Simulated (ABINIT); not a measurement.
Planning a run of ABINIT 10.8.3 on SiC (Moissanite). The input:

```
acell 3*1.0 Angstrom
rprim 
  3.075999999976 0.000000000005 0.000000000000
  -1.537999999993 2.663894142018 0.000000000000
  0.000000000000 0.000000000000 5.048000000000
ntypat 2
znucl 14 6
natom 4
typat 1 1 2 2
xred 
  0.333333333333 0.666666666667 0.000000000000
  0.666666666667 0.333333333333 0.500000000000
  0.333333333333 0.666666666667 0.385000000000
  0.666666666667 0.333333333333 0.885000000000
pp_dirpath "pseudos"
pseudos "Si.upf, C.upf"
ecut 37
ngkpt 6 6 4
nshiftk 1
shiftk 0 0 0
kptopt 1
chksymbreak 0
irdden 1
istwfk *1
nband 167
prtvol 0
optdriver 6
gwr_task "HDIAGO"
paral_kgb 0
occopt 1
indata_prefix "in"
outdata_prefix "out"
tmpdata_prefix "tmp"
```

```sh
OMP_NUM_THREADS=1 mpirun -n 8 abinit run.abi > log
```

Q: How long will it take on 8 MPI ranks of Intel Xeon 6975P-C (Granite Rapids), shared host, and how much memory?

It took 34 s; on shared hardware allow 17 s to 69 s. Peak host memory was 4.4 GiB.

[Paths, hosts, dates, memory and timing lines, banners, echoed tables and standing remarks are left out of the program output.]

[Logs are printed without paths, hosts, clocks, repeated set-up lines and the standing remarks that a program may print on its own settings, such as how far it seeks lower states.]

[Runs of the session that timed out or met a known fault of the program may be left out.]

[Hosts, paths, dates, database ids (printed as entryN), source tags and the programs' standing remarks are cut or masked in the printed files.]

[G0W0 gaps are taken among the corrected bands and points alone; a level outside them can change the order at an edge.]

[Where Ansatz stands beside ABINIT at settings called matched, ABINIT's density can come from a denser mesh and the files from another edition; pairs whose starting gaps differed by over 0.03 eV were left out, so agreement reads better than it is.]
